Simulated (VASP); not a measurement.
# TiN (Fm-3m) in VASP: notebook

Runs on TiN. Level: PBEsol. Tasks: relaxation of cell and atoms.

Everything below comes from runs of VASP 6.6.1. Logs are shortened: lines on timing, memory, paths and dates and some standing lists are left out, and cuts for length are marked.

### Step 1. The structure

The structure is cubic, space group Fm-3m (No. 225). The conventional cell has a = 4.238 Å, b = 4.238 Å, c = 4.238 Å, α = 90.00°, β = 90.00°, γ = 90.00°. Around Ti (site symmetry m-3m) lie 6 N at 2.12 Å. N (site symmetry m-3m) has 6 Ti at 2.12 Å as nearest neighbours.

### Step 2. Relaxation of cell and atoms, PBEsol

Input file INCAR:

```
PREC     = Accurate       # precision mode
ENCUT    = 520            # plane-wave cutoff, eV
EDIFF    = 1E-7           # SCF threshold, eV
ISMEAR   = 0              # smearing method
SIGMA    = 0.02           # smearing width, eV
LREAL    = F              # projectors in reciprocal space
LASPH    = T              # aspherical terms in the spheres
NELM     = 100            # most SCF steps
ALGO     = Normal         # electronic algorithm
ISIF     = 3              # what is computed and relaxed
LWAVE    = F              # write WAVECAR
LCHARG   = F              # write CHGCAR
GGA      = PS             # functional
IBRION   = 2              # ionic algorithm
NSW      = 80             # ionic steps
EDIFFG   = -0.002         # ionic threshold
```

Input file KPOINTS:

```
regular mesh
0
Gamma
  12 12 12
```

Input file POSCAR:

```
TiN
1.0
    0.0000000000      2.1190000000      2.1190000000
    2.1190000000      0.0000000000      2.1190000000
    2.1190000000      2.1190000000      0.0000000000
Ti N
1 1
Direct
    0.0000000000      0.0000000000      0.0000000000
    0.5000000000      0.5000000000      0.5000000000
```

Potentials or basis: VASP PAW PBE potentials, release 64 (Ti_sv, N).

Launch:

```
> cat potpaw_PBE.64/Ti_sv/POTCAR potpaw_PBE.64/N/POTCAR > POTCAR
> mpirun -np 1 vasp_std > vasp.out
```

OUTCAR:

```text
PREC = Accurate
   ENCUT = 520
   EDIFF = 1E-7
   ISMEAR = 0
   LREAL = F
   LASPH = T
   NELM = 100
   ISIF = 3
   GGA = PS
   IBRION = 2
   NSW = 80
   EDIFFG = -0.002

 ion  position               nearest neighbor table
   1  0.000  0.000  0.000-   2 2.12   2 2.12   2 2.12   2 2.12   2 2.12   2 2.12
   2  0.500  0.500  0.500-   1 2.12   1 2.12   1 2.12   1 2.12   1 2.12   1 2.12

  LATTYP: Found a face centered cubic cell.
 ALAT       =     4.2380000000

  Lattice vectors:

 A1 = (   0.0000000000,   2.1190000000,   2.1190000000)
 A2 = (   2.1190000000,   0.0000000000,   2.1190000000)
 A3 = (   2.1190000000,   2.1190000000,   0.0000000000)

Analysis of symmetry for initial positions (statically):
=====================================================================
 Subroutine PRICEL returns:
 Original cell was already a primitive cell.

 Routine SETGRP: Setting up the symmetry group for a
 face centered cubic supercell.

 Subroutine GETGRP returns: Found 48 space group operations
 (whereof 48 operations were pure point group operations)
 out of a pool of 48 trial point group operations.

The static configuration has the point symmetry O_h .

Analysis of symmetry for dynamics (positions and initial velocities):
=====================================================================
 Subroutine PRICEL returns:
 Original cell was already a primitive cell.

 Routine SETGRP: Setting up the symmetry group for a
 face centered cubic supercell.

 Subroutine GETGRP returns: Found 48 space group operations
 (whereof 48 operations were pure point group operations)
 out of a pool of 48 trial point group operations.

The dynamic configuration has the point symmetry O_h .

 Subroutine INISYM returns: Found 48 space group operations
 (whereof 48 operations are pure point group operations),
 and found     1 'primitive' translations

----------------------------------------------------------------------------------------

                                     Primitive cell

  volume of cell :      19.0293

  direct lattice vectors                    reciprocal lattice vectors
     0.000000000  2.119000000  2.119000000    -0.235960359  0.235960359  0.235960359
     2.119000000  0.000000000  2.119000000     0.235960359 -0.235960359  0.235960359
     2.119000000  2.119000000  0.000000000     0.235960359  0.235960359 -0.235960359

  length of vectors
     2.996718539  2.996718539  2.996718539     0.408695330  0.408695330  0.408695330

  position of ions in fractional coordinates (direct lattice)
     0.000000000  0.000000000  0.000000000
     0.500000000  0.500000000  0.500000000

  ion indices of the primitive-cell ions
   primitive index   ion index
                 1           1
                 2           2

----------------------------------------------------------------------------------------

 KPOINTS: regular mesh

Automatic generation of k-mesh.
 Grid dimensions read from file:
 generate k-points for:   12   12   12

 Generating k-lattice:

  Cartesian coordinates                     Fractional coordinates (reciprocal lattice)
    -0.019663363  0.019663363  0.019663363     0.083333333  0.000000000  0.000000000
     0.019663363 -0.019663363  0.019663363     0.000000000  0.083333333  0.000000000
     0.019663363  0.019663363 -0.019663363     0.000000000  0.000000000  0.083333333

  Length of vectors
     0.034057944  0.034057944  0.034057944

  Shift w.r.t. Gamma in fractional coordinates (k-lattice)
     0.000000000  0.000000000  0.000000000

 Subroutine IBZKPT returns following result:
 ===========================================

 Found     72 irreducible k-points:

 Following reciprocal coordinates:
            Coordinates               Weight
  0.000000  0.000000  0.000000      1.000000
  0.083333  0.000000  0.000000      8.000000
  0.166667  0.000000  0.000000      8.000000
  0.250000  0.000000  0.000000      8.000000
  0.333333  0.000000  0.000000      8.000000
  0.416667  0.000000  0.000000      8.000000
[... 16 lines left out ...]
  0.500000  0.166667  0.000000     24.000000
 -0.416667  0.166667  0.000000     24.000000
 [... further k-points ...]
   k-points           NKPTS =     72   k-points in BZ     NKDIM =     72   number of bands    NBANDS=     12
   number of dos      NEDOS =    301   number of ions     NIONS =      2
   total plane-waves  NPLWV =  13824
   dimension x,y,z NGX =    24 NGY =   24 NGZ =   24
   dimension x,y,z NGXF=    48 NGYF=   48 NGZF=   48
   ions per type =               1   1
   NGX,Y,Z   is equivalent  to a cutoff of  13.31, 13.31, 13.31 a.u.
   NGXF,Y,Z  is equivalent  to a cutoff of  26.63, 26.63, 26.63 a.u.
 SYSTEM =  unknown system
   PREC   = accura    normal or accurate (medium, high low for compatibility)
   ISTART =      0    job   : 0-new  1-cont  2-samecut
   ICHARG =      2    charge: 1-file 2-atom 10-const
   ISPIN  =      1    spin polarized calculation?
   LNONCOLLINEAR =      F non collinear calculations
   LSORBIT =      F    spin-orbit coupling
   LASPH  =      T    aspherical Exc in radial PAW
   ENCUT  =  520.0 eV  38.22 Ry    6.18 a.u.   5.57  5.57  5.57*2*pi/ulx,y,z
   NELM   =    100;   NELMIN=  2; NELMDL= -5     # of ELM steps
   EDIFF  = 0.1E-06   stopping-criterion for ELM
   LREAL  =      F    real-space projection
   EDIFFG = -.2E-02   stopping-criterion for IOM
   NSW    =     80    number of steps for IOM
   IBRION =      2    ionic relax: 0-MD 1-quasi-New 2-CG
   NFREE  =      1    steps in history (QN), initial steepest desc. (CG)
   ISIF   =      3    stress and relaxation
   ISYM   =      2    0-nonsym 1-usesym 2-fastsym
   POTIM  = 0.5000    time-step for ionic-motion
   TEBEG  =    0.0;   TEEND  =   0.0 temperature during run
   PSTRESS=    0.0 pullay stress
   NELECT =      17.0000    total number of electrons
   NUPDOWN=      -1.0000    fix difference up-down
   EMIN   =  10.00;   EMAX   =-10.00  energy-range for DOS
   EFERMI =   0.00;   METHOD = LEGACY
   ISMEAR =     0;   SIGMA  =   0.02  broadening in eV -4-tet -1-fermi 0-gaus
   EFERMI_NEDOS =   21; number of points for ismear=-14 and -15
   IALGO  =     38    algorithm
   IMIX   =      4    mixing-type and parameters
     AMIX     =   0.40;   BMIX     =  1.00
     AMIX_MAG =   1.60;   BMIX_MAG =  1.00
  volume/ion in A,a.u.               =       9.51        64.21
  Fermi-wavevector in a.u.,A,eV,Ry     =   1.576704  2.979539 33.824024  2.485996
  Thomas-Fermi vector in A             =   2.677497
   LORBIT       =      0    0 simple, 1 ext, 2 COOP (PROOUT), +10 PAW based schemes
   GGA     = PS    functional components
   LHFCALC =     F    Hartree Fock is set to
   AEXX    =    0.0000 exact exchange contribution
   IVDW    =     0    specifies the selected vdW correction
   LEPSILON=     F    determine dielectric tensor
   LRPA    =     F    only Hartree local field effects (RPA)
 conjugate gradient relaxation of ions
 non-spin polarized calculation
 Gauss-broadening in eV      SIGMA  =   0.02
  energy-cutoff  :      520.00
  volume of cell :       19.03
 maximum number of plane-waves:       532
 NGX is ok and might be reduce to    24
   NGX = 11   NGY = 11   NGZ = 11

--------------------------------------- Ionic step        1  -------------------------------------------

 number of electron      17.0000002 magnetization

 Free energy of the ion-electron system (eV)
  ---------------------------------------------------
  ext. energy  EPLUGINS =         0.00000000
  ---------------------------------------------------
  free energy    TOTEN  =       -20.77315840 eV

  energy without entropy =      -20.77275037  energy(sigma->0) =      -20.77295439

------------------------ aborting loop because EDIFF is reached ----------------------------------------

  FORCE on cell =-STRESS in cart. coord.  units (eV):
  Direction    XX          YY          ZZ          XY          YZ          ZX
  --------------------------------------------------------------------------------------
  -------------------------------------------------------------------------------------
  Total       -0.7652869     -0.7652869     -0.7652869      0.0000000      0.0000000      0.0000000
  in kB      -64.4335385    -64.4335385    -64.4335385      0.0000000      0.0000000      0.0000000
  external PRESSURE =     -64.4335385 kB  Pullay stress =       0.0000000 kB
[... 165 lines left out ...]
  energy  without entropy=      -20.7814691993  energy(sigma->0) =      -20.78167222

--------------------------------------- Ionic step        6  -------------------------------------------

 number of electron      16.9999999 magnetization

 Free energy of the ion-electron system (eV)
  ---------------------------------------------------
  ext. energy  EPLUGINS =         0.00000000
  ---------------------------------------------------
  free energy    TOTEN  =       -20.78187643 eV

  energy without entropy =      -20.78147039  energy(sigma->0) =      -20.78167341

 E-fermi :  11.5920     XC(G=0): -13.3631

 val. band max:       11.5874331452   @ k =   0.5000   0.2500   0.0833
 cond. band min:      11.5962865762   @ k =   0.1667   0.0000   0.0000
 fundamental gap:      0.0088534310
 Fermi energy:        11.5920097213

 k-point     1 :       0.0000    0.0000    0.0000
  band No.  band energies     occupation
      1     -45.9232      2.00000
      2     -21.9832      2.00000
      3     -21.9832      2.00000
      4     -21.9832      2.00000
      5      -5.5403      2.00000
      6       9.6045      2.00000
      7       9.6045      2.00000
      8       9.6045      2.00000
      9      10.9981      2.00000
     10      10.9981      2.00000
     11      10.9981      2.00000
     12      12.2455      0.00000
[... 331 lines left out ...]
 k-point    24 :      -0.4167    0.1667    0.0000
  band No.  band energies     occupation
      1     -45.8009      2.00000
      2     -22.6272      2.00000
      3     -22.1704      2.00000
      4     -22.0699      2.00000
      5      -3.1533      2.00000
      6       3.9937      2.00000
      7       6.0990      2.00000
      8       6.2493      2.00000
      9      12.9721      0.00000
     10      13.3139      0.00000
     11      13.8553      0.00000
     12      16.3235      0.00000

 [... further k-points ...]

------------------------ aborting loop because EDIFF is reached ----------------------------------------

  FORCE on cell =-STRESS in cart. coord.  units (eV):
  Direction    XX          YY          ZZ          XY          YZ          ZX
  --------------------------------------------------------------------------------------
  -------------------------------------------------------------------------------------
  Total       -0.0023703     -0.0023703     -0.0023703     -0.0000000     -0.0000000      0.0000000
  in kB       -0.2041311     -0.2041311     -0.2041311     -0.0000000     -0.0000000      0.0000000
  external PRESSURE =      -0.2041311 kB  Pullay stress =       0.0000000 kB
[... 17 lines left out ...]
  FREE ENERGIE OF THE ION-ELECTRON SYSTEM (eV)
  ---------------------------------------------------
  free  energy   TOTEN  =       -20.7818764252 eV

  energy  without entropy=      -20.7814703864  energy(sigma->0) =      -20.78167341

 reached required accuracy - stopping structural energy minimisation
```

It took 60 s on 1 thread of Intel Xeon Platinum 8259CL at 2.50GHz (Skylake/Cascade Lake), shared host; peak memory 0.15 GiB.

What came out:

| Property | Result |
| --- | --- |
| Free energy | -20.7819 eV |
| Relaxed volume | 9.30 Å³/atom |
| Relaxed cell | a = 2.974 Å, b = 2.974 Å, c = 2.974 Å, α = 60.00°, β = 60.00°, γ = 60.00° |
| Space group after relaxing (to 0.05 Å) | Fm-3m (No. 225) |
| Energy gained by relaxing | 4.4 meV/atom |
| Ionic steps | 6 |
| Pressure after relaxing | 0.0 GPa |
| Band gap on the k mesh | none (metal or under the smearing width) |

Step by step:
| step | energy change (eV) | largest force (eV/Å) | pressure (GPa) | volume (Å³) |
| --- | --- | --- | --- | --- |
| 1 | 0.0000 | 0.0000 | -6.44 | 19.03 |
| 2 | 0.0110 | 0.0000 | 10.67 | 17.99 |
| 3 | -0.0087 | 0.0000 | -0.06 | 18.61 |
| 4 | -0.0087 | 0.0000 | 0.07 | 18.60 |
| 5 | -0.0087 | 0.0000 | -0.08 | 18.61 |
| 6 | -0.0087 | 0.0000 | -0.02 | 18.60 |

Final structure:
```yaml
crystal:
  lattice:
    - [0.00000, 2.10310, 2.10310]
    - [2.10310, 0.00000, 2.10310]
    - [2.10310, 2.10310, 0.00000]
  atoms:
    - { symbol: Ti, position: [0.00000, 0.00000, 0.00000] }
    - { symbol: N, position: [0.50000, 0.50000, 0.50000] }
```

Levels at points of the mesh, in eV from the Fermi level:
| k point | band 5 | band 6 | band 7 | band 8 | band 9 | band 10 | band 11 | band 12 |
| --- | --- | --- | --- | --- | --- | --- | --- | --- |
| (0.00, 0.00, 0.00) | -17.13 | -1.99 | -1.99 | -1.99 | -0.59 | -0.59 | -0.59 | 0.65 |
| (0.50, 0.00, 0.00) | -14.52 | -8.21 | -5.56 | -5.56 | 1.83 | 1.83 | 2.54 | 6.04 |
| (0.50, 0.50, 0.00) | -15.69 | -5.84 | -3.19 | -3.19 | -3.16 | 1.77 | 2.57 | 2.57 |

Caveat: the PAW data sets were made with another functional, which shifts forces and pressure a little.

### Step 3. Relaxation of cell and atoms, PBEsol

This run uses another cell than the first one, of 9.30 Å³/atom, 0.978 times its volume.

INCAR is that of step 2.

KPOINTS is that of step 2.

Input file POSCAR:

```
TiN                                     
1.0
    0.0000000000      2.1031001969      2.1031001969
    2.1031001969     -0.0000000000      2.1031001969
    2.1031001969      2.1031001969      0.0000000000
  Ti              N             
     1     1
Direct
     0.0000000000000000    0.0000000000000000    0.0000000000000000
     0.5000000000000000    0.5000000000000000    0.5000000000000000
```

Potentials or basis: VASP PAW PBE potentials, release 64 (Ti_sv, N).

Launch:

```
> cat potpaw_PBE.64/Ti_sv/POTCAR potpaw_PBE.64/N/POTCAR > POTCAR
> mpirun -np 1 vasp_std > vasp.out
```

Run time: 14 s. Hardware: 1 thread of Intel Xeon Platinum 8259CL at 2.50GHz (Skylake/Cascade Lake), shared host; peak memory 0.15 GiB.

Results (log left out):

- Free energy: -20.7815 eV
- Pressure after relaxing: 0.0 GPa
- Band gap on the k mesh: none (metal or under the smearing width)

Final structure:
```xyz
2
Lattice="0.0000 2.1031 2.1031 2.1031 0.0000 2.1031 2.1031 2.1031 0.0000" Properties=species:S:1:pos:R:3 pbc="T T T"
Ti    0.0000    0.0000    0.0000
N     2.1031    2.1031    2.1031
```

Levels at points of the mesh, in eV from the Fermi level:
| k point | band 6 | band 7 | band 8 | band 9 | band 10 | band 11 | band 12 |
| --- | --- | --- | --- | --- | --- | --- | --- |
| (0.00, 0.00, 0.00) | -1.99 | -1.99 | -1.99 | -0.59 | -0.59 | -0.59 | 0.65 |
| (0.50, 0.00, 0.00) | -8.21 | -5.56 | -5.56 | 1.83 | 1.83 | 2.54 | 6.04 |
| (0.50, 0.50, 0.00) | -5.84 | -3.19 | -3.19 | -3.16 | 1.77 | 2.57 | 2.57 |

Caveat: the relaxation stopped at its first step, so nothing moved; the PAW data sets were made with another functional, which shifts forces and pressure a little.
